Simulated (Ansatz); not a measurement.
Ansatz input file:

```yaml
crystal:
  lattice:
    - [0.127689, 2.228931, 2.39263425]
    - [2.52032325, 0.0, 2.52032325]
    - [2.36901225, 2.205309, 0.151311]
  atoms:
    - { symbol: Hf, position: [0.5210635906, 0.5074607366, 0.4640149362] }
    - { symbol: C, position: [-0.0210635906, -0.0074607366, 0.0359850638] }
basis:
  ecutwfc: 420
kpoints:
  mp_grid: { grid: [14, 14, 14] }
hamiltonian:
  xc: pbe
scf:
  occupations: { method: gaussian, width: 0.1 }
output:
  forces: true
  stress: true
  eigenvalues: true
  populations: true
```

Launched with
```bash
ansatz run input.yaml --threads 1 --pin off --max-ram 1331MiB --backend cpu --events-out ev --progress --plain --runs-dir out
```

Computed with DFT PBE, scalar-relativistic, plane waves, PAW in Ansatz.

Part of what the program printed, abridged (iterations and final results):

```
SCF iter   1: F=—  HF=-15973.773939 eV  |F-HF|=—  |Δ(HF+E_count)|=         —  Δρ=2.31e-3  dr2=8.78e-4  ethr=1.77e-3  ⟨swp⟩=4.9  Hψ=58758  notcnv=0
SCF iter   2: F=—  HF=-15973.773723 eV  |F-HF|=—  |Δ(HF+E_count)|=   2.16e-4  Δρ=1.36e-3  dr2=2.83e-4  ethr=2.93e-6  ⟨swp⟩=2.2  Hψ=28578  notcnv=0
SCF iter   3: F=—  HF=-15973.773734 eV  |F-HF|=—  |Δ(HF+E_count)|=   1.10e-5  Δρ=3.72e-4  dr2=2.65e-5  ethr=9.42e-7  ⟨swp⟩=2.0  Hψ=22642  notcnv=0
SCF iter   4: F=—  HF=-15973.773713 eV  |F-HF|=—  |Δ(HF+E_count)|=   2.04e-5  Δρ=1.62e-4  dr2=5.73e-6  ethr=8.83e-8  ⟨swp⟩=2.1  Hψ=25616  notcnv=0
SCF iter   5: F=—  HF=-15973.773712 eV  |F-HF|=—  |Δ(HF+E_count)|=   9.00e-7  Δρ=7.54e-5  dr2=8.15e-7  ethr=1.91e-8  ⟨swp⟩=2.0  Hψ=21925  notcnv=0
SCF iter   6: F=-15973.773712 eV  HF=-15973.773712 eV  |F-HF|=8.95e-10  |Δ(HF+E_count)|=   1.52e-7  Δρ=9.72e-6  dr2=1.73e-8  ethr=3.33e-10  ⟨swp⟩=4.6  Hψ=69181  notcnv=0
SCF 1 converged in 6 iterations: F = -15973.773712 eV  dr2 = 1.73e-8
SCF converged after 6 iterations
Free energy (F): -15973.773712 eV
Harris-Foulkes:  -15973.773712 eV  (|F-HF|=8.95e-10)
Internal energy: -15973.772993 eV  (E = F + TS)
E sigma→0 (E₀):  -15973.773353 eV
Entropy (-TS):   -0.000719 eV (-0.360 meV/atom)
Fermi energy:    20.582621 eV
--- Per-component energies (eV) ---
  E_band       = 114.462424
  E_kinetic    = 512.980768
  E_local      = -4995.723118  (includes V_loc(G=0)·N_el)
  E_nonlocal   = -1216.631778
  E_hartree    = 2362.975006
  E_xc         = -349.363560
  E_vxc        = -327.521588  (∫ρ·V_xc dr)
  E_paw        = -7027.080607  (= ΣΔE_a)
  E_vpaw       = 1415.411962  (= ΣTr[D̂ρ^β])
  E_aug_tail   = 0.000006  (compensation charges beyond the density's cutoff)
  E_ewald      = -5260.929709
  E_smearing   = -0.000719  (= −TS)
--- Forces (eV/Å), atoms counted from 1 ---
  atom   1  Hf     0.46135768     0.78845530    -0.46135768
  atom   2  C     -0.46132595    -0.78846424     0.46132595
--- Stress (GPa, compression-positive) ---
       -3.411731       0.147211     -16.832102
        0.147207      23.038480      -0.147207
      -16.832102      -0.147211      -3.411731
  P = ⅓ Tr σ = 5.4050 GPa (54.050 kbar)
--- Band table (eV; the first three rows and the last of 744) ---
  k-point 0: bands = ["-40.9067", "-9.4068", "-9.3566", "-9.3410", "7.8583", "9.1192", "9.1342", "9.1558", "9.1773", "9.2263", "9.2293", "9.2345", "20.1137", "20.6482", "20.8021", "20.9022", "21.8462", "23.2196", "23.8704"]
  k-point 1: bands = ["-40.9040", "-9.4124", "-9.3903", "-9.3529", "7.9892", "9.1226", "9.1368", "9.1586", "9.1812", "9.2237", "9.2263", "9.2344", "19.6970", "20.1911", "20.5815", "21.0834", "21.8646", "23.1164", "24.3826"]
  k-point 2: bands = ["-40.8965", "-9.5022", "-9.4280", "-9.3673", "8.3535", "9.1322", "9.1439", "9.1670", "9.2000", "9.2172", "9.2220", "9.2352", "18.8828", "19.2151", "19.8417", "21.5494", "22.1790", "23.0424", "25.5434"]
  k-point 743: bands = ["-40.8447", "-9.9449", "-9.7420", "-9.5903", "9.1284", "9.1463", "9.1677", "9.1914", "9.2232", "9.2239", "9.2251", "9.8491", "17.8053", "18.1454", "19.2650", "21.0673", "25.7386", "26.7479", "27.0511"]
--- Löwdin populations: 2 sites ---
  site symbol q [e]
     0     Hf     25.2498
     1      C      4.7107
  spilling = 0.001315 (of n_electrons = 30.000000)
```

Self-consistency was reached.

Spin–orbit coupling is left out, which can shift energies with elements as heavy as these.